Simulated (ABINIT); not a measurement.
TiB2:

```
Ti B
1.0
     3.02920    0.00000    0.00000
    -1.51460    2.62336    0.00000
     0.00000    0.00000    3.22840
Ti B
1 2
Cartesian
  0.0000 0.0000 0.0000
  1.5146 0.8745 1.6142
  0.0000 1.7489 1.6142
```

- Program: ABINIT 10.8.3 (patched build)
- Task: relaxation of cell and atoms
- Functional: PBE
- Dispersion: D2
- Potentials or basis: JTH PAW PBE v2.0
- Cutoff: 408 eV
- k mesh: 10 × 10 × 8
- Occupations: fermi-dirac, width 0.05 eV
- Spin: no spin polarisation

At the start: pressure -4.8 GPa; volume 8.55 Å³/atom.

Task: Where does the relaxation end?

Result: Over 5 steps the energy falls by 3.3 meV/atom and the volume is 8.38 Å³/atom (-2.0 %); space group P6/mmm (No. 191, to 0.05 Å).

Step by step:
| step | energy change (eV) | largest force (eV/Å) | pressure (GPa) | volume (Å³) |
| --- | --- | --- | --- | --- |
| 1 | 0.0000 | 0.0000 | -4.83 | 25.66 |
| 2 | -0.0083 | 0.0000 | -1.19 | 25.28 |
| 3 | -0.0096 | 0.0000 | 0.23 | 25.13 |
| 4 | -0.0097 | 0.0000 | 0.19 | 25.13 |
| 5 | -0.0098 | 0.0000 | 0.02 | 25.14 |

Final structure:
```xyz
3
Lattice="3.0190 0.0000 0.0000 -1.5095 2.6146 0.0000 0.0000 0.0000 3.1849" Properties=species:S:1:pos:R:3 pbc="T T T"
Ti    0.0000    0.0000    0.0000
B     1.5095    0.8715    1.5924
B     0.0000    1.7430    1.5924
```

Caveat: pairwise dispersion overbinds metals, which lowers pressure and volume; the atomic spheres overlap.
